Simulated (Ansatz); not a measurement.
The parent structure is ZnTe in the zinc blende structure (space group F-43m, No. 216; a = 6.066 Å).

Level of theory: PBEsol (Ansatz, a quantum-chemistry and plane-wave program; PAW; 420 eV plane waves; without spin-orbit coupling).

One change was made to it. Results:

| quantity | base | after |
|---|---|---|
| lattice parameter a | 6.066 Å | 5.916 Å |
| valley order (the lowest conduction-band minima on the path, energy above the VBM, named in the base's zone) | Γ 1.24 eV; L along ⟨111⟩ 1.73 eV; a point along ⟨100⟩, about 0.9 Å⁻¹ from Γ 2.12 eV | Γ 1.61 eV; L along ⟨111⟩ 1.83 eV; a point along ⟨100⟩, about 0.9 Å⁻¹ from Γ 1.96 eV |
| width of the top valence band | 2.71 eV | 3.08 eV |

Name the change that was made.
A) pressure 2.1 GPa
B) pressure −2 GPa
C) pressure 30 GPa
D) pressure 4.5 GPa

D, pressure 4.5 GPa. For comparison, the valley order in the other runs: pressure −2 GPa gives Γ 1.03 eV; L along ⟨111⟩ 1.68 eV; a point along ⟨100⟩, about 0.9 Å⁻¹ from Γ 2.19 eV; pressure 30 GPa gives a point along ⟨100⟩, about 0.9 Å⁻¹ from Γ 1.29 eV; L along ⟨111⟩ 2.13 eV; Γ 2.83 eV; pressure 2.1 GPa gives Γ 1.42 eV; L along ⟨111⟩ 1.78 eV; a point along ⟨100⟩, about 0.9 Å⁻¹ from Γ 2.05 eV.

With Te present, leaving out spin-orbit coupling can change the band edges. The levels and masses belong to the bands next to the band gap. Load acts through the strain it causes; cell and atoms are relaxed under it. No phonon test of stability was made. Measured, ZnTe leaves this structure (for cinnabar) near 9.5 GPa (temperature not stated; as listed in Datta, Sujoy, Jana, Debnarayan, arXiv (2020)), on rising pressure, with hysteresis.
